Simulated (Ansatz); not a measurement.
# CdS: from a guess to a relaxed structure

Where does this trial cell of CdS go when cell and atoms are let free, and does the end survive a random kick?

Computed with Ansatz 0.2.0 (DFT PBE, scalar-relativistic, plane waves, PAW, unless a step's input says otherwise).

## 1. The system as given

It takes space group P6_3/mmc (No. 194, hexagonal). Conventional cell: a = 4.043 Å, b = 4.043 Å, c = 6.202 Å, α = 90.00°, β = 90.00°, γ = 120.00°. Cd (site symmetry -3m) has 6 S at 2.80 Å and 2 Cd at 3.10 Å as nearest neighbours. Around S (site symmetry -6m2) lie 6 Cd at 2.80 Å.

Coordinates:

```cif
data_structure
_symmetry_space_group_name_H-M 'P 1'
_symmetry_Int_Tables_number 1
_cell_length_a 4.0431
_cell_length_b 4.0431
_cell_length_c 6.2019
_cell_angle_alpha 90.000
_cell_angle_beta 90.000
_cell_angle_gamma 120.000
_cell_volume 87.80
loop_
_atom_site_label
_atom_site_type_symbol
_atom_site_fract_x
_atom_site_fract_y
_atom_site_fract_z
_atom_site_occupancy
Cd1 Cd 0.00000 0.00000 0.00000 1
Cd2 Cd 0.00000 0.00000 0.50000 1
S1 S 0.33333 0.66667 0.25000 1
S2 S 0.66667 0.33333 0.75000 1
```

A structure generator made this guess: species swapped into a database cell of MnAs (P6_3/mmc, No. 194), with Cd on the Mn sites and S on the As sites. Its size is a rough estimate.

## 2. Probe: one point on a coarse mesh

File input.yaml:

```yaml
crystal:
  lattice:
    - [4.0430665, 0.0, 0.0]
    - [-2.02153325, 3.5013983, 0.0]
    - [0.0, 0.0, 6.20191137]
  atoms:
    - { symbol: Cd, position: [0.0, 0.0, 0.0] }
    - { symbol: Cd, position: [0.0, 0.0, 0.5] }
    - { symbol: S, position: [0.33333333, 0.66666667, 0.25] }
    - { symbol: S, position: [0.66666667, 0.33333333, 0.75] }
basis:
  ecutwfc: 420
kpoints:
  mp_grid: { grid: [6, 6, 4] }
hamiltonian:
  xc: pbe
scf:
  occupations: { method: gaussian, width: 0.1 }
  lower_state_search: "off"
output:
  forces: true
  stress: true
  eigenvalues: true
```

Command:

```bash
> ansatz run input.yaml --threads 1 --pin off --max-ram 2048MiB --backend cpu --events-out ev --progress --plain --runs-dir out
```

The log of the run (excerpt; [...] marks lines left out):

```text
Warning: RAYON_NUM_THREADS=1 ignored (pool sized by the plan → 1); use --threads N
[...]
Pseudopotentials: kind: paw
Pseudopotential: Cd, paw, valence charge 20, recommended cutoff 420 eV (normal), Cd.paw.azcp
Pseudopotential: S, paw, valence charge 6, recommended cutoff 420 eV (normal), S.paw.azcp
Functional definition: PBE
[...]
Crystal: 4 atoms, lattice volume = 87.797 Å³
Basis set: ecut = 420 eV, 1725 PW (Γ), exchange–correlation on 60×60×90 points (8 copies of the dense FFT grid, shifted against one another)
Bands: 32, of which v1, the nominal top of the filled ones, is band 26 counted from 1 (25 counted from 0)
Symmetry: 24 space group operations
Space group: P63/mmc (ITA 194), of the structure as read, at distance tolerance 4.4e-5 Å
k-points: 21 of 144
[...]
SCF iter   1: F=—  HF=-18314.833312 eV  |F-HF|=—  |Δ(HF+E_count)|=         —  Δρ=1.20e-3  dr2=1.11e-3  ethr=1.77e-3  ⟨swp⟩=5.7  Hψ=2561  notcnv=0  defer=1
[...]
SCF iter   6: F=-18314.833814 eV  HF=-18314.833814 eV  |F-HF|=2.53e-8  |Δ(HF+E_count)|=   1.41e-8  Δρ=6.15e-6  dr2=3.61e-8  ethr=1.92e-10  ⟨swp⟩=5.9  Hψ=2512  notcnv=0
[...]
SCF converged after 6 iterations
Free energy (F): -18314.833814 eV
[...]
E sigma→0 (E₀):  -18314.833714 eV
Entropy (-TS):   -0.000200 eV (-0.050 meV/atom)
Fermi energy:    8.734874 eV
[...]
--- Forces (eV/Å), atoms counted from 1 ---
  atom   1  Cd     0.00000000    -0.00000000     0.00000000
  atom   2  Cd     0.00000000    -0.00000000     0.00000000
  atom   3  S      0.00000000     0.00000000     0.00000000
  atom   4  S      0.00000000    -0.00000000    -0.00000000
[...]
--- Stress (GPa, compression-positive) ---
       -4.077762      -0.000000      -0.000000
       -0.000000      -4.077762       0.000000
       -0.000000       0.000000       1.506775
  P = ⅓ Tr σ = -2.2162 GPa (-22.162 kbar)
--- Band table (eV; the first three rows and the last of 21) ---
[...]
```

Run time: 2.9 s. Hardware: 1 thread of Arm Neoverse V1, shared host; peak memory 0.34 GiB.

Read-out: pressure -2.2 GPa, largest force 0.00 eV/Å, gap on this mesh 0.30 eV. The coarse relaxation is skipped.

## 3. Relaxation on the finer mesh

input.yaml, as its differences from that of step 2:

```diff
@@ -13,3 +13,3 @@
 kpoints:
-  mp_grid: { grid: [6, 6, 4] }
+  mp_grid: { grid: [12, 12, 6] }
 hamiltonian:
@@ -17,4 +17,3 @@
 scf:
-  occupations: { method: gaussian, width: 0.1 }
-  lower_state_search: "off"
+  occupations: { method: gaussian, width: 0.02 }
 output:
@@ -23 +22,10 @@
   eigenvalues: true
+  write_density: true
+  write_potential: true
+  elf: true
+  volumetric_format: npy
+relax:
+  adjacent_minimum: "off"
+  f_tol: 0.01
+  max_steps: 80
+  cell: { stress_tol: 0.05 }
```

Command:

```bash
> ansatz run input.yaml --threads 1 --pin off --max-ram 2048MiB --backend cpu --events-out ev --progress --plain --runs-dir out
```

The log of the run:

```text
Warning: RAYON_NUM_THREADS=1 ignored (pool sized by the plan → 1); use --threads N
Engine: ansatz 0.2.0, aarch64-unknown-linux-gnu
[... 4 set-up lines as earlier in the session ...]
  parameter kappa = 0.804
  parameter beta = 0.06672455060314922
  exchange = pbe_x(kappa = kappa, mu = beta*pi^2/3)
  correlation = pbe_c(beta = beta)
Crystal: 4 atoms, lattice volume = 87.797 Å³
Basis set: ecut = 420 eV, 1725 PW (Γ), exchange–correlation on 60×60×90 points (8 copies of the dense FFT grid, shifted against one another)
Bands: 32, of which v1, the nominal top of the filled ones, is band 26 counted from 1 (25 counted from 0)
[... 2 set-up lines as earlier in the session ...]
k-points: 76 of 864
Non-local potential: Cd, projectors of the file, l = 0: 3, l = 1: 2, l = 2: 2, l = 3: 1
Non-local potential: S, projectors of the file, l = 0: 2, l = 1: 2, l = 2: 2
PAW form: soft (Blöchl's): semilocal exchange-correlation on the pseudo side does not see the compensation charge
PAW one-centre angular grid: Cd, 590 points (default); XC on 64 Gauss nodes
PAW one-centre angular grid: S, 110 points (default); XC on 64 Gauss nodes
Initial density: superposition of atomic densities (neutral atoms: chi_scale 0, normalization atom), corrected by the library's trained network
Initial wavefunctions: pseudopotential atomic-orbital guess
Functional: x = pbe(κ = 0.804, μ = 0.2195149727645171), c = pbe(β = 0.06672455060314922)
SCF iter   1: F=—  HF=-18314.839057 eV  |F-HF|=—  |Δ(HF+E_count)|=         —  Δρ=1.14e-3  dr2=9.64e-4  ethr=1.77e-3  ⟨swp⟩=6.3  Hψ=9686  notcnv=0
preconditioner: auto → Resta (q_TF=auto, 2.500 Å⁻¹)  ε∞=5.3  [insulator: Δε(μ)=0.313 eV  Ē_g=11.488 eV  σ=0.020 eV  W_gap=1.00  n_scr=22 (ndim 8)  ℏωp=23.8 eV  f_vac=0.033  D(μ)=0.00/eV (n_scr^D=0)  ε∞_Penn≈5.3]
SCF iter   2: F=—  HF=-18314.839701 eV  |F-HF|=—  |Δ(HF+E_count)|=   6.45e-4  Δρ=6.31e-4  dr2=3.30e-4  ethr=1.85e-6  ⟨swp⟩=2.2  Hψ=4703  notcnv=0  defer=44
SCF iter   3: F=—  HF=-18314.839737 eV  |F-HF|=—  |Δ(HF+E_count)|=   3.58e-5  Δρ=1.58e-4  dr2=3.12e-5  ethr=6.34e-7  ⟨swp⟩=2.0  Hψ=3673  notcnv=0  defer=44
SCF iter   4: F=—  HF=-18314.839717 eV  |F-HF|=—  |Δ(HF+E_count)|=   1.99e-5  Δρ=6.59e-5  dr2=3.41e-6  ethr=6.01e-8  ⟨swp⟩=2.1  Hψ=3668  notcnv=0  defer=45
SCF iter   5: F=—  HF=-18314.839718 eV  |F-HF|=—  |Δ(HF+E_count)|=   1.04e-6  Δρ=2.44e-5  dr2=4.23e-7  ethr=6.56e-9  ⟨swp⟩=2.9  Hψ=3963  notcnv=0  defer=44
SCF iter   6: F=-18314.839718 eV  HF=-18314.839718 eV  |F-HF|=1.95e-8  |Δ(HF+E_count)|=   2.58e-8  Δρ=6.83e-6  dr2=4.87e-8  ethr=1.92e-10  ⟨swp⟩=11.4  Hψ=16174  notcnv=0
SCF 1 converged in 6 iterations: F = -18314.839718 eV  dr2 = 4.87e-8
relax step   1: F+E_penalty+E_count = -18314.83971809 eV  Δ(F+E_penalty+E_count) = +0.000e0 eV  max|allowed force component| = 7.401e-17 eV/Å  Δτ_max = 0.0000 Å  P = -2.213 GPa  Ω = 87.797 Å³  (6 SCF iters, dr2 threshold 1.00e-7 eV, accepted)
Crystal: 4 atoms, lattice volume = 82.958 Å³
Basis set: ecut = 420 eV, 1629 PW (Γ), exchange–correlation on 60×60×90 points (8 copies of the dense FFT grid, shifted against one another)
Initial density: handed on by an earlier stage of this run
Initial wavefunctions: those handed on with the density
iter 1 solved again at ethr=3.23e-5 eV; its pass at ethr=3.10e-3 eV (dr2=1.68e-2 eV) is discarded
SCF iter   1: F=—  HF=-18314.952900 eV  |F-HF|=—  |Δ(HF+E_count)|=         —  Δρ=4.54e-3  dr2=1.74e-2  ethr=3.23e-5  ⟨swp⟩=2.3  Hψ=14177  notcnv=0
preconditioner: auto → Resta (q_TF=auto, 2.524 Å⁻¹)  ε∞=5.4  [insulator: Δε(μ)=0.635 eV  Ē_g=11.702 eV  σ=0.020 eV  W_gap=1.00  n_scr=22 (ndim 8)  ℏωp=24.5 eV  f_vac=0.016  D(μ)=0.00/eV (n_scr^D=0)  ε∞_Penn≈5.4]
SCF iter   2: F=—  HF=-18314.949792 eV  |F-HF|=—  |Δ(HF+E_count)|=   3.11e-3  Δρ=2.56e-3  dr2=6.00e-3  ethr=3.23e-5  ⟨swp⟩=1.9  Hψ=2743  notcnv=0
SCF iter   3: F=—  HF=-18314.948771 eV  |F-HF|=—  |Δ(HF+E_count)|=   1.02e-3  Δρ=4.65e-4  dr2=2.71e-4  ethr=1.15e-5  ⟨swp⟩=2.0  Hψ=4255  notcnv=0
SCF iter   4: F=—  HF=-18314.948858 eV  |F-HF|=—  |Δ(HF+E_count)|=   8.68e-5  Δρ=1.85e-4  dr2=2.39e-5  ethr=5.22e-7  ⟨swp⟩=2.0  Hψ=3795  notcnv=0
SCF iter   5: F=—  HF=-18314.948868 eV  |F-HF|=—  |Δ(HF+E_count)|=   9.91e-6  Δρ=7.09e-5  dr2=3.04e-6  ethr=4.60e-8  ⟨swp⟩=2.0  Hψ=4256  notcnv=0
SCF iter   6: F=-18314.948868 eV  HF=-18314.948868 eV  |F-HF|=1.77e-7  |Δ(HF+E_count)|=   4.89e-8  Δρ=1.08e-5  dr2=5.17e-8  ethr=7.69e-10  ⟨swp⟩=9.7  Hψ=18785  notcnv=0
SCF 2 converged in 6 iterations: F = -18314.948868 eV  dr2 = 5.17e-8
  Residual-converged pass: ⟨swp⟩=1.1  Hψ=2742  notcnv=0  max |occ|·‖R‖ = 7.1e-9 eV (tolerance 1.0e-8 eV)  dr2=5.17e-8  dr2_onsite=2.30e-9  max |Δocc| = 3.6e-111
relax step   2: F+E_penalty+E_count = -18314.94886790 eV  Δ(F+E_penalty+E_count) = -1.091e-1 eV  max|allowed force component| = 2.220e-16 eV/Å  Δτ_max = 0.0000 Å  P = +1.177 GPa  Ω = 82.958 Å³  energy of the carried Pulay correction = +1.308e-3 eV  (6 SCF iters, dr2 threshold 4.00e-7 eV, accepted)
Crystal: 4 atoms, lattice volume = 84.658 Å³
Basis set: ecut = 420 eV, 1677 PW (Γ), exchange–correlation on 60×60×90 points (8 copies of the dense FFT grid, shifted against one another)
iter 1 solved again at ethr=9.33e-7 eV; its pass at ethr=3.10e-3 eV (dr2=4.85e-4 eV) is discarded
SCF iter   1: F=—  HF=-18314.953823 eV  |F-HF|=—  |Δ(HF+E_count)|=         —  Δρ=6.83e-4  dr2=4.80e-4  ethr=9.33e-7  ⟨swp⟩=2.6  Hψ=13194  notcnv=0
preconditioner: auto → Resta (q_TF=auto, 2.515 Å⁻¹)  ε∞=5.4  [insulator: Δε(μ)=0.525 eV  Ē_g=11.609 eV  σ=0.020 eV  W_gap=1.00  n_scr=22 (ndim 8)  ℏωp=24.2 eV  f_vac=0.024  D(μ)=0.00/eV (n_scr^D=0)  ε∞_Penn≈5.4]
SCF iter   2: F=—  HF=-18314.953730 eV  |F-HF|=—  |Δ(HF+E_count)|=   9.34e-5  Δρ=3.73e-4  dr2=1.39e-4  ethr=9.23e-7  ⟨swp⟩=2.0  Hψ=2659  notcnv=0
SCF iter   3: F=—  HF=-18314.953735 eV  |F-HF|=—  |Δ(HF+E_count)|=   4.82e-6  Δρ=8.33e-5  dr2=1.01e-5  ethr=2.67e-7  ⟨swp⟩=2.0  Hψ=3784  notcnv=0
SCF iter   4: F=—  HF=-18314.953738 eV  |F-HF|=—  |Δ(HF+E_count)|=   3.83e-6  Δρ=2.39e-5  dr2=4.11e-7  ethr=1.95e-8  ⟨swp⟩=2.0  Hψ=3800  notcnv=0
SCF iter   5: F=-18314.953739 eV  HF=-18314.953739 eV  |F-HF|=3.82e-8  |Δ(HF+E_count)|=   4.69e-7  Δρ=1.21e-5  dr2=8.73e-8  ethr=7.69e-10  ⟨swp⟩=8.9  Hψ=16108  notcnv=0
SCF 3 converged in 5 iterations: F = -18314.953739 eV  dr2 = 8.73e-8
relax step   3: F+E_penalty+E_count = -18314.95373880 eV  Δ(F+E_penalty+E_count) = -4.871e-3 eV  max|allowed force component| = 2.729e-16 eV/Å  Δτ_max = 0.0000 Å  P = -0.269 GPa  Ω = 84.658 Å³  energy of the carried Pulay correction = +8.512e-4 eV  (5 SCF iters, dr2 threshold 4.00e-7 eV, accepted)
Crystal: 4 atoms, lattice volume = 84.345 Å³
iter 1 solved again at ethr=2.98e-8 eV; its pass at ethr=3.10e-3 eV (dr2=1.55e-5 eV) is discarded
SCF iter   1: F=—  HF=-18314.954084 eV  |F-HF|=—  |Δ(HF+E_count)|=         —  Δρ=1.13e-4  dr2=1.24e-5  ethr=2.98e-8  ⟨swp⟩=2.7  Hψ=12157  notcnv=0
preconditioner: auto → Resta (q_TF=auto, 2.517 Å⁻¹)  ε∞=5.4  [insulator: Δε(μ)=0.546 eV  Ē_g=11.627 eV  σ=0.020 eV  W_gap=1.00  n_scr=22 (ndim 8)  ℏωp=24.3 eV  f_vac=0.021  D(μ)=0.00/eV (n_scr^D=0)  ε∞_Penn≈5.4]
SCF iter   2: F=—  HF=-18314.954094 eV  |F-HF|=—  |Δ(HF+E_count)|=   9.60e-6  Δρ=5.90e-5  dr2=3.34e-6  ethr=2.38e-8  ⟨swp⟩=2.0  Hψ=2763  notcnv=0
SCF iter   3: F=—  HF=-18314.954093 eV  |F-HF|=—  |Δ(HF+E_count)|=   3.83e-7  Δρ=1.50e-5  dr2=2.56e-7  ethr=6.43e-9  ⟨swp⟩=2.0  Hψ=3435  notcnv=0
SCF iter   4: F=-18314.954094 eV  HF=-18314.954094 eV  |F-HF|=7.13e-9  |Δ(HF+E_count)|=   1.06e-7  Δρ=5.52e-6  dr2=1.96e-8  ethr=4.39e-10  ⟨swp⟩=7.5  Hψ=13525  notcnv=0
SCF 4 converged in 4 iterations: F = -18314.954094 eV  dr2 = 1.96e-8
relax step   4: F+E_penalty+E_count = -18314.95409355 eV  Δ(F+E_penalty+E_count) = -3.547e-4 eV  max|allowed force component| = 2.035e-16 eV/Å  Δτ_max = 0.0000 Å  P = -0.006 GPa  Ω = 84.345 Å³  energy of the carried Pulay correction = +9.334e-4 eV  (4 SCF iters, dr2 threshold 2.28e-7 eV, accepted)
Basis set: ecut = 420 eV, 1677 PW (Γ), exchange–correlation on 54×54×90 points (8 copies of the dense FFT grid, shifted against one another)
Initial wavefunctions: pseudopotential atomic-orbital guess (no wavefunctions were taken with the density)
iter 1 solved again at ethr=6.36e-8 eV; its pass at ethr=3.10e-3 eV (dr2=3.31e-5 eV) is discarded
SCF iter   1: F=—  HF=-18314.953133 eV  |F-HF|=—  |Δ(HF+E_count)|=         —  Δρ=1.46e-4  dr2=2.81e-6  ethr=6.36e-8  ⟨swp⟩=3.0  Hψ=15987  notcnv=0
preconditioner: auto → Resta (q_TF=auto, 2.517 Å⁻¹)  ε∞=5.4  [insulator: Δε(μ)=0.546 eV  Ē_g=11.626 eV  σ=0.020 eV  W_gap=1.00  n_scr=22 (ndim 8)  ℏωp=24.3 eV  f_vac=0.022  D(μ)=0.00/eV (n_scr^D=0)  ε∞_Penn≈5.4]
SCF iter   2: F=—  HF=-18314.953092 eV  |F-HF|=—  |Δ(HF+E_count)|=   4.05e-5  Δρ=7.22e-5  dr2=7.17e-7  ethr=5.41e-9  ⟨swp⟩=2.7  Hψ=4744  notcnv=0
SCF iter   3: F=—  HF=-18314.953094 eV  |F-HF|=—  |Δ(HF+E_count)|=   1.19e-6  Δρ=1.53e-5  dr2=3.07e-8  ethr=1.38e-9  ⟨swp⟩=2.2  Hψ=3687  notcnv=0
SCF iter   4: F=—  HF=-18314.953094 eV  |F-HF|=—  |Δ(HF+E_count)|=   5.93e-8  Δρ=1.39e-6  dr2=8.30e-10  ethr=5.90e-11  ⟨swp⟩=2.2  Hψ=4194  notcnv=0
SCF iter   5: F=—  HF=-18314.953094 eV  |F-HF|=—  |Δ(HF+E_count)|=   1.15e-9  Δρ=2.37e-7  dr2=7.24e-11  ethr=1.60e-12  ⟨swp⟩=2.4  Hψ=4014  notcnv=0
SCF iter   6: F=-18314.953094 eV  HF=-18314.953094 eV  |F-HF|=3.64e-12  |Δ(HF+E_count)|=  1.02e-10  Δρ=8.88e-8  dr2=1.02e-11  ethr=1.00e-12  ⟨swp⟩=5.4  Hψ=9779  notcnv=0
SCF 5 converged in 6 iterations: F = -18314.953094 eV  dr2 = 1.02e-11
relax step   5: F+E_penalty+E_count = -18314.95309359 eV  Δ(F+E_penalty+E_count) = +1.000e-3 eV  max|allowed force component| = 1.480e-16 eV/Å  Δτ_max = 0.0000 Å  P = -0.009 GPa  Ω = 84.345 Å³  stress off target by 1.08e-2 GPa  SCF on the basis re-selected at this cell (its energy is not comparable with the rows above)  (6 SCF iters)
basis re-selected at this cell: Δ(F+E_penalty+E_count) = +1.000e-3 eV, ΔP = -0.003 GPa vs the last step (what re-selecting the basis moved, of the pressure what is left beyond the Pulay correction that the steps carried, after the strain that the cell walked since its last selection, with what the two solves' SCF thresholds leave and, on support functions, any second-order correction that the steps lacked; it is no measure of the basis error at this ecutwfc). The dense FFT grid was sized anew with the basis: this SCF ran on 27×27×45 points, the steps before it on 30×30×45, so part of this shift can come from that change (see relax.cell in the input reference). This SCF's stress stands 1.08e-2 GPa from its target on what of the cell is left free (relax.cell.stress_tol is 5.00e-2 GPa) and its largest allowed force component is 1.48e-16 eV/Å (relax.f_tol is 1.00e-2 eV/Å): within both
SCF converged after 6 iterations
Free energy (F): -18314.953094 eV
Harris-Foulkes:  -18314.953094 eV  (|F-HF|=3.64e-12)
Internal energy: -18314.953094 eV  (E = F + TS)
E sigma→0 (E₀):  -18314.953094 eV
Fermi energy:    9.520183 eV
--- Per-component energies (eV) ---
  E_band       = -903.517168
  E_kinetic    = 1221.720197
  E_local      = -7292.373191  (includes V_loc(G=0)·N_el)
  E_nonlocal   = 126.315046
  E_hartree    = 3375.676506
  E_xc         = -546.645731
  E_vxc        = -616.779278  (∫ρ·V_xc dr)
  E_paw        = -9369.380162  (= ΣΔE_a)
  E_vpaw       = -1093.752961  (= ΣTr[D̂ρ^β])
  E_aug_tail   = 0.000032  (compensation charges beyond the density's cutoff)
  E_ewald      = -5830.265790
  E_smearing   = -0.000000  (= −TS)
  E_closure    = -0.000000  (closes the sum)
  Σ components = -18314.953094   (vs F -18314.953094, Δ=0.00e0)
--- Forces (eV/Å), atoms counted from 1 ---
  atom   1  Cd     0.00000000     0.00000000    -0.00000000
  atom   2  Cd     0.00000000     0.00000000     0.00000000
  atom   3  S     -0.00000000     0.00000000     0.00000000
  atom   4  S     -0.00000000    -0.00000000     0.00000000
  max |Σ_I F_I| component: 5.55e-17 eV/Å
--- Stress (GPa, compression-positive) ---
       -0.010829       0.000000       0.000000
       -0.000000      -0.010829       0.000000
        0.000000       0.000000      -0.005968
  P = ⅓ Tr σ = -0.0092 GPa (-0.092 kbar)
--- Band table (eV; the first three rows and the last of 76) ---
  k-point 0: bands = ["-92.3733", "-92.3728", "-53.4599", "-53.4482", "-53.4459", "-53.4459", "-53.4450", "-53.4450", "-3.4063", "-2.3852", "1.2282", "1.2896", "1.2896", "1.6025", "1.6035", "1.6035", "1.6183", "1.6183", "1.8524", "1.8524", "4.5191", "8.3971", "8.5100", "8.5100", "9.2470", "9.2470", "9.7928", "12.6604", "15.9372", "15.9372", "16.2127", "18.0026"]
  k-point 1: bands = ["-92.3733", "-92.3729", "-53.4591", "-53.4490", "-53.4458", "-53.4458", "-53.4451", "-53.4451", "-3.3509", "-2.4724", "1.2641", "1.3144", "1.3144", "1.6018", "1.6018", "1.6021", "1.6146", "1.6146", "1.8270", "1.8270", "4.6648", "7.7438", "8.5656", "8.5656", "9.2039", "9.2039", "10.4441", "12.6840", "15.9723", "15.9723", "16.0459", "17.4984"]
  k-point 2: bands = ["-92.3732", "-92.3730", "-53.4570", "-53.4511", "-53.4457", "-53.4457", "-53.4453", "-53.4453", "-3.1926", "-2.6916", "1.3594", "1.3820", "1.3820", "1.5515", "1.5515", "1.5693", "1.6470", "1.6470", "1.7656", "1.7656", "5.1077", "6.7438", "8.7128", "8.7128", "9.0814", "9.0814", "11.4187", "12.6274", "15.8216", "16.1069", "16.1069", "16.6317"]
  k-point 75: bands = ["-92.3730", "-92.3730", "-53.4539", "-53.4539", "-53.4463", "-53.4463", "-53.4463", "-53.4463", "-2.3875", "-2.3875", "1.3521", "1.3521", "1.6246", "1.6246", "1.6310", "1.6310", "1.7257", "1.7257", "2.1794", "2.1794", "5.1446", "5.1446", "6.0205", "6.0205", "8.9218", "8.9218", "12.7922", "12.7922", "13.6747", "13.6747", "16.8628", "16.8628"]
--- Relaxed structure (4 steps of the walk, 4 accepted, 1 SCFs on fresh bases) ---
  F+E_penalty+E_count = -18314.95309359 eV   max|allowed force component| = 1.480e-16 eV/Å   (the final SCF, on the basis selected at the relaxed cell)
  cell:  # Å, volume = 84.3454 Å³
    - [3.877582363684487, 0.0, 6.423871060636507e-34]
    - [-1.9387911818422434, 3.3580848322172754, -4.7291815837219534e-34]
    - [1.0749791649952415e-33, -8.958159708293678e-35, 6.477517254460419]
  atoms:
    - { symbol: Cd, position: [-9.378181246002161e-35, 2.6528257667854093e-34, -3.396510770636084e-35] }
    - { symbol: Cd, position: [3.6539280495052775e-34, -2.635636830931509e-35, 0.5] }
    - { symbol: S, position: [0.3333333333333333, 0.6666666666666666, 0.25] }
    - { symbol: S, position: [0.6666666666666666, 0.3333333333333333, 0.75] }
```

Run time: 57 s. Hardware: 1 thread of Arm Neoverse V1, shared host; peak memory 0.46 GiB.

Relaxation path:

| step | energy from step 1 (eV/cell) | largest force component (eV/Å) | pressure (GPa) | volume (Å³) |
| --- | --- | --- | --- | --- |
| 1 | 0.0000 | 0.0000 | -2.21 | 87.80 |
| 2 | -0.1092 | 0.0000 | 1.18 | 82.96 |
| 3 | -0.1140 | 0.0000 | -0.27 | 84.66 |
| 4 | -0.1144 | 0.0000 | -0.01 | 84.35 |
| 5 | -0.1134 | 0.0000 | -0.01 | 84.35 |

Step 1 is the start. Step 5 repeats the geometry before it on a plane-wave basis chosen anew for that cell, so its energy need not be comparable with the rows above.

|  | before | after | change |
| --- | --- | --- | --- |
| a (Å) | 4.043 | 3.878 | -4.1 % |
| b (Å) | 4.043 | 3.878 | -4.1 % |
| c (Å) | 6.202 | 6.478 | +4.4 % |
| volume (Å³/atom) | 21.95 | 21.09 | -3.9 % |
| shortest distance (Å) | 2.802 | 2.763 | -1.4 % |
| space group (0.01 Å) | P6_3/mmc | P6_3/mmc | same |

The run keeps the 24 symmetry operations of the start, so it could not have lowered the symmetry.

Density in a lattice plane of the grid's cell (edges 3.88 and 6.48 Å, at 0.000 of the third edge), which holds Cd.

Values in e/Å³, 12 rows by 8 columns:
```
 8.11  3.16  0.34  0.13  0.11  0.13  0.34  3.16
 0.43  0.27  0.17  0.20  0.23  0.20  0.17  0.27
 0.11  0.11  0.15  0.25  0.32  0.25  0.15  0.11
 0.37  0.25  0.16  0.20  0.23  0.20  0.16  0.25
 8.16  3.17  0.34  0.13  0.11  0.13  0.34  3.17
25.52  9.87  0.63  0.11  0.07  0.11  0.63  9.87
 8.16  3.17  0.34  0.13  0.11  0.13  0.34  3.17
 0.37  0.25  0.16  0.20  0.23  0.20  0.16  0.25
 0.11  0.11  0.15  0.25  0.32  0.25  0.15  0.11
 0.43  0.27  0.17  0.20  0.23  0.20  0.17  0.27
 8.11  3.16  0.34  0.13  0.11  0.13  0.34  3.16
26.58 10.28  0.65  0.11  0.07  0.11  0.65 10.28
```
Columns run along the first of these edges and rows up along the second, over one cell in 8 and 12 even steps from the bottom left corner. Atoms in the plane (fractional): Cd at (1.00, 1.00), Cd at (0.00, 0.50).

ELF in the same plane.

Values, 12 rows by 8 columns:
```
0.56 0.42 0.16 0.17 0.27 0.17 0.16 0.42
0.19 0.14 0.18 0.52 0.66 0.52 0.18 0.14
0.10 0.12 0.33 0.67 0.75 0.67 0.33 0.12
0.18 0.13 0.17 0.52 0.67 0.52 0.17 0.13
0.56 0.42 0.16 0.17 0.26 0.17 0.16 0.42
0.91 0.60 0.25 0.10 0.08 0.10 0.25 0.60
0.56 0.42 0.16 0.17 0.26 0.17 0.16 0.42
0.18 0.13 0.17 0.52 0.67 0.52 0.17 0.13
0.10 0.12 0.33 0.67 0.75 0.67 0.33 0.12
0.19 0.14 0.18 0.52 0.66 0.52 0.18 0.14
0.56 0.42 0.16 0.17 0.27 0.17 0.16 0.42
0.92 0.61 0.25 0.10 0.07 0.10 0.25 0.61
```
Columns run along the first of these edges and rows up along the second, over one cell in 8 and 12 even steps from the bottom left corner. Atoms in the plane (fractional): Cd at (1.00, 1.00), Cd at (0.00, 0.50).

Both are smooth fields of the valence electrons: close to the nuclei they are not physical.

Outside the cores ELF peaks at 0.87 in the shell around S, 0.8 Å from S.

[end of part 1 of 2]
